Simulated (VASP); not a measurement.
# MgO in VASP: one cell, several levels of theory, part 2 of 2

The system is zincblende MgO, a generated structure that needn't be the ground state.

VASP 6.6.1, plane waves, PAW. Earlier steps stand in the parts before.

### Step 3. Single point with r2SCAN

Contents of INCAR:

```
ENCUT = 520.000000
SIGMA = 0.010000
EDIFF = 1.00e-07
ALGO = Normal
METAGGA = R2SCAN
PREC = Accurate
IBRION = -1
ISIF = 2
ISMEAR = 0
NBANDS = 11
NELM = 120
NSW = 0
LASPH = .TRUE.
LCHARG = .TRUE.
LELF = .TRUE.
LWAVE = .FALSE.
LREAL = .FALSE.
```

Contents of KPOINTS:

```
KPOINTS created by Atomic Simulation Environment
0
Gamma
10 10 10
0 0 0
```

Contents of KPOINTS_OPT:

```
special points
6
Reciprocal
0.0000000000 0.0000000000 0.0000000000 1
-0.5000000000 -0.5000000000 0.0000000000 1
-0.3750000000 -0.3750000000 0.2500000000 1
-0.3750000000 0.0000000000 0.3750000000 1
0.0000000000 0.0000000000 0.5000000000 1
-0.5000000000 -0.2500000000 0.2500000000 1
```

Contents of POSCAR:

```
Mg O
 1.0000000000000000
     0.0000000000000000    2.4184696010000000    2.4184696010000000
     2.4184696010000000    0.0000000000000000    2.4184696010000000
     2.4184696010000000    2.4184696010000000    0.0000000000000000
 Mg  O
   1   1
Cartesian
  0.0000000000000000  0.0000000000000000  0.0000000000000000
  1.2092348005000000  1.2092348005000000  1.2092348005000000
```

Started as:

```sh
$ mpirun -np 1 vasp_std
```

Standard output, without the iteration lines:

```text
POSCAR found type information on POSCAR MgO
 POSCAR found :  2 types and       2 ions
 -----------------------------------------------------------------------------
|                                                                             |
|                                                                             |
|     You enforced a specific xc type in the INCAR file but a different       |
|     I HOPE YOU KNOW WHAT YOU ARE DOING!                                     |
|                                                                             |
 -----------------------------------------------------------------------------

 LDA part: xc-table for (None), standard interpolation
 POSCAR, INCAR and KPOINTS ok, starting setup
 FFT: planning ... GRIDC
 FFT: planning ... GRID_SOFT
 FFT: planning ... GRID
 WAVECAR not read
 entering main loop
 Start KPOINTS_OPT (optional k-point list driver)
k-point batch [1-6\6]
```

OSZICAR:

```text
N       E                     dE             d eps       ncg     rms          rms(c)
DAV:   1     0.147312475704E+02    0.14731E+02   -0.43398E+03  1090   0.636E+02
DAV:   2    -0.189748876931E+02   -0.33706E+02   -0.32600E+02  1183   0.140E+02
DAV:   3    -0.201168660173E+02   -0.11420E+01   -0.11411E+01  1278   0.251E+01
DAV:   4    -0.201210026948E+02   -0.41367E-02   -0.41366E-02  1136   0.175E+00
DAV:   5    -0.201210236199E+02   -0.20925E-04   -0.20925E-04  1240   0.122E-01    0.769E+00
DAV:   6    -0.154011798032E+02    0.47198E+01   -0.98772E+00  1160   0.148E+01    0.236E+00
DAV:   7    -0.155607960418E+02   -0.15962E+00   -0.12944E-01  1097   0.254E+00    0.164E+00
DAV:   8    -0.155936213177E+02   -0.32825E-01   -0.10268E-01  1061   0.322E+00    0.607E-01
DAV:   9    -0.155905747602E+02    0.30466E-02   -0.62470E-02  1193   0.155E+00    0.370E-01
DAV:  10    -0.155895667061E+02    0.10081E-02   -0.15474E-02  1121   0.756E-01    0.386E-02
DAV:  11    -0.155895107010E+02    0.56005E-04   -0.48119E-04  1163   0.140E-01    0.573E-03
DAV:  12    -0.155895106609E+02    0.40107E-07   -0.63254E-06  1154   0.243E-02    0.947E-03
DAV:  13    -0.155895087065E+02    0.19544E-05   -0.86132E-06  1199   0.173E-02    0.972E-04
DAV:  14    -0.155895085799E+02    0.12656E-06   -0.10001E-07   901   0.232E-03    0.149E-04
DAV:  15    -0.155895085581E+02    0.21823E-07   -0.62435E-09   559   0.481E-04
   1 F= -.15589509E+02 E0= -.15589509E+02  d E =-.887034E-24
       N       E                     dE             ncg
DAV:   1     0.335761179028E+03   -0.16510E+04      156
DAV:   2     0.192530943799E+03   -0.14323E+03      155
DAV:   3     0.188555444366E+03   -0.39755E+01      173
DAV:   4     0.188544338043E+03   -0.11106E-01      147
DAV:   5     0.188544283046E+03   -0.54997E-04      158
DAV:   6     0.188544282630E+03   -0.41599E-06      156
DAV:   7     0.188544282626E+03   -0.33677E-08      115
```

Parts of OUTCAR:

```text
k-points           NKPTS =     47   k-points in BZ     NKDIM =     47   number of bands    NBANDS=     11

   NELECT =       8.0000    total number of electrons

   dimension x,y,z NGX =    28 NGY =   28 NGZ =   28
   dimension x,y,z NGXF=    56 NGYF=   56 NGZF=   56

  energy-cutoff  :      520.00
  volume of cell :       28.29
      direct lattice vectors                 reciprocal lattice vectors
     0.000000000  2.418469601  2.418469601    -0.206742313  0.206742313  0.206742313
     2.418469601  0.000000000  2.418469601     0.206742313 -0.206742313  0.206742313
     2.418469601  2.418469601  0.000000000     0.206742313  0.206742313 -0.206742313

 k-points in reciprocal lattice and weights: KPOINTS created by Atomic Simulation Env
   0.00000000  0.00000000  0.00000000       0.001
   0.10000000  0.00000000  0.00000000       0.008
   0.20000000  0.00000000  0.00000000       0.008
   0.30000000  0.00000000  0.00000000       0.008
   0.40000000  0.00000000  0.00000000       0.008
   0.50000000  0.00000000  0.00000000       0.004
   0.10000000  0.10000000  0.00000000       0.006
   0.20000000  0.10000000  0.00000000       0.024
[... 39 more k-points ...]

 E-fermi :  -0.3583

 k-point     1 :       0.0000    0.0000    0.0000
  band No.  band energies     occupation
      1     -16.8144      2.00000
      2      -0.4250      2.00000
      3      -0.4250      2.00000
      4      -0.4250      2.00000
      5       2.9383      0.00000
      6      15.5909      0.00000
      7      15.5909      0.00000
      8      15.5909      0.00000
      9      19.1158      0.00000
     10      19.1158      0.00000
     11      19.1159      0.00000

 k-point     2 :       0.1000    0.0000    0.0000
  band No.  band energies     occupation
      1     -16.7748      2.00000
      2      -0.8332      2.00000
      3      -0.4424      2.00000
      4      -0.4424      2.00000
      5       3.4492      0.00000
      6      14.7480      0.00000
      7      15.5859      0.00000
      8      15.5859      0.00000
      9      17.9027      0.00000
     10      17.9027      0.00000
     11      18.5702      0.00000

 k-point     3 :       0.2000    0.0000    0.0000
  band No.  band energies     occupation
      1     -16.6693      2.00000
      2      -1.6180      2.00000
      3      -0.4874      2.00000
      4      -0.4874      2.00000
      5       4.5385      0.00000
      6      13.0668      0.00000
      7      15.1865      0.00000
      8      15.1865      0.00000
      9      17.6928      0.00000
     10      17.6928      0.00000
     11      18.0287      0.00000

 k-point     4 :       0.3000    0.0000    0.0000
  band No.  band energies     occupation
      1     -16.5348      2.00000
      2      -2.3435      2.00000
      3      -0.5415      2.00000
      4      -0.5415      2.00000
      5       5.7712      0.00000
      6      11.3476      0.00000
      7      14.4767      0.00000
      8      14.4767      0.00000
      9      17.8533      0.00000
     10      18.4894      0.00000
     11      18.4894      0.00000

 k-point     5 :       0.4000    0.0000    0.0000
  band No.  band energies     occupation
      1     -16.4224      2.00000
      2      -2.8339      2.00000
      3      -0.5843      2.00000
      4      -0.5843      2.00000
      5       6.9988      0.00000
      6       9.8159      0.00000
      7      13.9578      0.00000
      8      13.9578      0.00000
      9      17.9917      0.00000
     10      19.5713      0.00000
     11      19.5713      0.00000

 k-point     6 :       0.5000    0.0000    0.0000
  band No.  band energies     occupation
      1     -16.3788      2.00000
      2      -3.0064      2.00000
      3      -0.6004      2.00000
      4      -0.6004      2.00000
      5       7.9268      0.00000
      6       8.7836      0.00000
      7      13.7760      0.00000
      8      13.7760      0.00000
      9      18.1228      0.00000
     10      20.1495      0.00000
     11      20.1495      0.00000

 k-point     7 :       0.1000    0.1000    0.0000
  band No.  band energies     occupation
      1     -16.7618      2.00000
      2      -0.8655      2.00000
      3      -0.4928      2.00000
      4      -0.4928      2.00000
      5       3.6014      0.00000
      6      14.9853      0.00000
      7      15.4041      0.00000
      8      15.4041      0.00000
      9      16.1327      0.00000
     10      19.5752      0.00000
     11      19.9051      0.00000

 k-point     8 :       0.2000    0.1000    0.0000
  band No.  band energies     occupation
      1     -16.6785      2.00000
      2      -1.4447      2.00000
      3      -0.5638      2.00000
      4      -0.5343      2.00000
      5       4.4463      0.00000
      6      13.6359      0.00000
      7      14.6380      0.00000
      8      15.1841      0.00000
      9      16.0976      0.00000
     10      19.1300      0.00000
     11      19.5160      0.00000

 k-point     9 :       0.3000    0.1000    0.0000
  band No.  band energies     occupation
      1     -16.5538      2.00000
      2      -2.1223      2.00000
      3      -0.6274      2.00000
      4      -0.6007      2.00000
      5       5.5683      0.00000
      6      11.8810      0.00000
      7      13.8915      0.00000
      8      14.7252      0.00000
      9      16.9023      0.00000
     10      19.1987      0.00000
     11      19.4157      0.00000

 k-point    10 :       0.4000    0.1000    0.0000
  band No.  band energies     occupation
      1     -16.4338      2.00000
      2      -2.6433      2.00000
      3      -0.6921      2.00000
      4      -0.6603      2.00000
      5       6.7536      0.00000
      6      10.2978      0.00000
      7      13.4402      0.00000
      8      14.2323      0.00000
      9      17.7684      0.00000
     10      19.4145      0.00000
     11      20.1148      0.00000

 k-point    11 :       0.5000    0.1000    0.0000
  band No.  band energies     occupation
      1     -16.3668      2.00000
      2      -2.8984      2.00000
      3      -0.7728      2.00000
      4      -0.6509      2.00000
      5       7.9316      0.00000
      6       8.9477      0.00000
      7      13.2463      0.00000
      8      13.9417      0.00000
      9      18.5269      0.00000
     10      19.7592      0.00000
     11      20.3406      0.00000

 k-point    12 :      -0.4000    0.1000    0.0000
  band No.  band energies     occupation
      1     -16.3812      2.00000
      2      -2.8440      2.00000
      3      -0.8102      2.00000
      4      -0.6029      2.00000
      5       7.5900      0.00000
      6       9.3405      0.00000
      7      13.2627      0.00000
      8      13.9669      0.00000
      9      18.8662      0.00000
     10      19.4625      0.00000
     11      19.8689      0.00000

 k-point    13 :      -0.3000    0.1000    0.0000
  band No.  band energies     occupation
      1     -16.4709      2.00000
      2      -2.4929      2.00000
      3      -0.7867      2.00000
      4      -0.5336      2.00000
      5       6.3938      0.00000
      6      10.8115      0.00000
      7      13.4613      0.00000
      8      14.3569      0.00000
      9      18.1288      0.00000
     10      18.8047      0.00000
     11      19.6819      0.00000

 k-point    14 :      -0.2000    0.1000    0.0000
  band No.  band energies     occupation
      1     -16.5981      2.00000
      2      -1.9165      2.00000
      3      -0.7023      2.00000
      4      -0.4684      2.00000
      5       5.1993      0.00000
      6      12.5058      0.00000
      7      13.8378      0.00000
      8      15.1251      0.00000
      9      16.9470      0.00000
     10      18.4808      0.00000
     11      19.6134      0.00000

 k-point    15 :      -0.1000    0.1000    0.0000
  band No.  band energies     occupation
      1     -16.7134      2.00000
      2      -1.2681      2.00000
      3      -0.5705      2.00000
      4      -0.4331      2.00000
      5       4.1167      0.00000
      6      14.1200      0.00000
      7      14.5295      0.00000
      8      15.9334      0.00000
      9      16.4692      0.00000
     10      17.9763      0.00000
     11      20.0032      0.00000

 k-point    16 :       0.2000    0.2000    0.0000
  band No.  band energies     occupation
      1     -16.6224      2.00000
      2      -1.6042      2.00000
      3      -0.6660      2.00000
      4      -0.6660      2.00000
      5       4.8985      0.00000
      6      13.3050      0.00000
      7      13.8950      0.00000
      8      15.1814      0.00000
      9      15.1814      0.00000
     10      20.3594      0.00000
     11      21.3638      0.00000

[... the tables of k-points 17 to 47 left out ...]

  Total       -2.8312291     -2.8312291     -2.8312291      0.0000000      0.0000000      0.0000000
  in kB     -160.3369829   -160.3369829   -160.3369829      0.0000000      0.0000000      0.0000000
  external PRESSURE =    -160.3369829 kB  Pullay stress =       0.0000000 kB

 POSITION                                       TOTAL-FORCE (eV/Angst)
 -----------------------------------------------------------------------------------
      0.00000      0.00000      0.00000         0.000000     -0.000000     -0.000000
      1.20923      1.20923      1.20923        -0.000000      0.000000      0.000000
 -----------------------------------------------------------------------------------
    total drift:                               -0.000003     -0.000003     -0.000003

  FREE ENERGIE OF THE ION-ELECTRON SYSTEM (eV)
  ---------------------------------------------------
  free  energy   TOTEN  =       -15.5895085581 eV

  energy  without entropy=      -15.5895085581  energy(sigma->0) =      -15.58950856
```

Hardware: 1 MPI rank of Intel Xeon 6975P-C, shared host.

The levels at the points of KPOINTS_OPT are read from vasprun.xml.

Band energies at the special points (eV, zero at the top of v, the last band that the electrons fill by count):

| point | v−1 | v | c | c+1 |
| --- | --- | --- | --- | --- |
| Γ | 0.00 | 0.00 | 3.36 | 16.02 |
| X | -0.67 | -0.67 | 6.46 | 11.49 |
| U | -1.40 | -0.50 | 7.55 | 10.99 |
| K | -1.40 | -0.50 | 7.55 | 10.99 |
| L | -0.18 | -0.18 | 8.35 | 9.21 |
| W | -1.45 | -0.90 | 7.78 | 11.40 |

Gap with r2SCAN: 3.36 eV, direct (Γ). Pressure: -16.03 GPa; the forces vanish within 0.01 eV/Å.

### Step 4. What came out

What follows sums up all 2 parts.

```
 level  gap (eV)  pressure (GPa)  Ansatz: gap (eV)  Ansatz: pressure (GPa)
   PBE      2.73          -12.58              2.75                  -12.21
r2SCAN      3.36          -16.03              3.38                  -15.42
```

What this shows: The gap runs from 2.73 eV (PBE) to 3.36 eV (r2SCAN). At this one volume the pressure spans -16.0 GPa (r2SCAN) to -12.6 GPa (PBE): PBE wants the largest cell and r2SCAN the smallest. The two programs agree on the gap within 0.03 eV, far less than the spread between functionals. The two codes have different PAW datasets and cutoffs. VASP's cell holds 8 valence electrons and Ansatz's 16.
